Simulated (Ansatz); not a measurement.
A plane-wave DFT run in Ansatz 0.2.0 (scalar-relativistic PAW potentials unless the input names others): input and command.

```yaml
crystal:
  lattice:
    - [-1.6175102217, 1.6175102217, 1.6175102217]
    - [1.6175102217, -1.6175102217, 1.6175102217]
    - [1.6175102217, 1.6175102217, -1.6175102217]
  atoms:
    - { symbol: Al, position: [0.0, 0.0, 0.0] }
kpoints:
  mp_grid: { grid: [28, 28, 28] }
hamiltonian:
  xc: r2scan
  pseudopotentials: { kind: paw, source: jth }
scf:
  occupations: { method: gaussian, width: 0.15 }
output:
  forces: true
  eigenvalues: true
  stress: true
```

```bash
ansatz run input.yaml --threads 1 --pin off --max-ram 2560MiB --backend cpu --events-out ev --progress --plain --runs-dir out
```

Abridged log:
```
Warning: <dir> the checks of this Al dataset prove no rule for summing its radial tables, as where they were carried onto another mesh than they were made on, and Gregory's rule is taken, under which a leading mesh point left out moves its sums only by what lay on the interval it spanned. ...
Pseudopotentials: kind: paw
Pseudopotential: Al, paw, valence charge 3, recommended cutoff 570 eV (normal)
Functional definition: r2SCAN
Crystal: 1 atom, lattice volume = 16.928 Å³
Basis set: ecut = 570 eV, 531 PW (Γ), exchange–correlation on 96×96×96 points (64 copies of the dense FFT grid, shifted against one another)
Bands: 6, of which v1, the nominal top of the filled ones, is band 2 counted from 1 (1 counted from 0)
Symmetry: 48 space group operations
Space group: Im-3m (ITA 229), of the structure as read, at distance tolerance 2.6e-5 Å
k-points: 624 of 21952
Initial density: superposition of atomic densities (chi_scale 0.1, normalization cell)
Initial wavefunctions: pseudopotential atomic-orbital guess
Functional: x = r2scan, c = r2scan; τ floored in thin density (d = 2e-4 eV/Å³)
SCF iter   1: F=—  HF=-540.167504 eV  |F-HF|=—  |Δ(HF+E_count)|=         —  Δρ=2.19e-2  dr2=8.61e-2  dr2_τ=2.62e-3  ethr=2.84e-3  ⟨swp⟩=1.0  Hψ=52965  notcnv=0
SCF iter   2: F=—  HF=-540.209204 eV  |F-HF|=—  |Δ(HF+E_count)|=   4.17e-2  Δρ=1.22e-2  dr2=2.66e-2  dr2_τ=2.85e-5  ethr=2.84e-3  ⟨swp⟩=2.0  Hψ=6400  notcnv=0
SCF iter   3: F=—  HF=-540.213048 eV  |F-HF|=—  |Δ(HF+E_count)|=   3.84e-3  Δρ=1.90e-3  dr2=6.09e-4  dr2_τ=1.06e-6  ethr=8.88e-4  ⟨swp⟩=2.0  Hψ=6264  notcnv=0
SCF iter   4: F=—  HF=-540.213053 eV  |F-HF|=—  |Δ(HF+E_count)|=   4.07e-6  Δρ=4.34e-4  dr2=2.90e-5  dr2_τ=1.56e-7  ethr=2.03e-5  ⟨swp⟩=2.1  Hψ=4645  notcnv=0
SCF iter   5: F=—  HF=-540.213100 eV  |F-HF|=—  |Δ(HF+E_count)|=   4.71e-5  Δρ=1.07e-4  dr2=1.62e-6  dr2_τ=1.32e-8  ethr=9.66e-7  ⟨swp⟩=2.0  Hψ=4708  notcnv=0
SCF iter   6: F=—  HF=-540.213105 eV  |F-HF|=—  |Δ(HF+E_count)|=   4.96e-6  Δρ=2.89e-5  dr2=1.09e-7  dr2_τ=1.02e-9  ethr=5.41e-8  ⟨swp⟩=2.9  Hψ=5447  notcnv=0
SCF iter   7: F=-540.213105 eV  HF=-540.213105 eV  |F-HF|=4.91e-11  |Δ(HF+E_count)|=   4.22e-7  Δρ=1.29e-6  dr2=7.08e-11  dr2_τ=2.06e-11  ethr=3.33e-9  ⟨swp⟩=7.0  Hψ=23196  notcnv=0
SCF 1 converged in 7 iterations: F = -540.213105 eV  dr2 = 7.08e-11
SCF converged after 7 iterations
Free energy (F): -540.213105 eV
Harris-Foulkes:  -540.213105 eV  (|F-HF|=4.91e-11)
Internal energy: -540.208614 eV  (E = F + TS)
E sigma→0 (E₀):  -540.210859 eV
Entropy (-TS):   -0.004491 eV (-4.491 meV/atom)
Fermi energy:    7.730632 eV
--- Forces (eV/Å), atoms counted from 1 ---
  atom   1  Al     0.00000000     0.00000000     0.00000000
--- Stress (GPa, compression-positive) ---
       -2.704068       0.000000       0.000000
        0.000000      -2.704068       0.000000
        0.000000       0.000000      -2.704068
  P = ⅓ Tr σ = -2.7041 GPa (-27.041 kbar)
```

Apart from outputs and empty bands, the input differs from a reference run on usual settings in hamiltonian.pseudopotentials: not typed → {"kind": "paw", "source": "jth"}; hamiltonian.xc: "pbe" → "r2scan"; basis.ecutwfc: 420 → not typed. The reference, at the same geometry, gave pressure -0.02 GPa, largest force 0.000 eV/Å, no gap on the mesh. This run converged in 7 SCF iterations (reference: 6) with a total energy on another zero, pressure -2.70 GPa, largest force 0.000 eV/Å, no gap on the mesh.

The run took 11 s on 1 thread of Intel(R) Xeon(R) Platinum 8259CL CPU @ 2.50GHz (Skylake/Cascade Lake), with other jobs on the host, peak memory 0.49 GiB.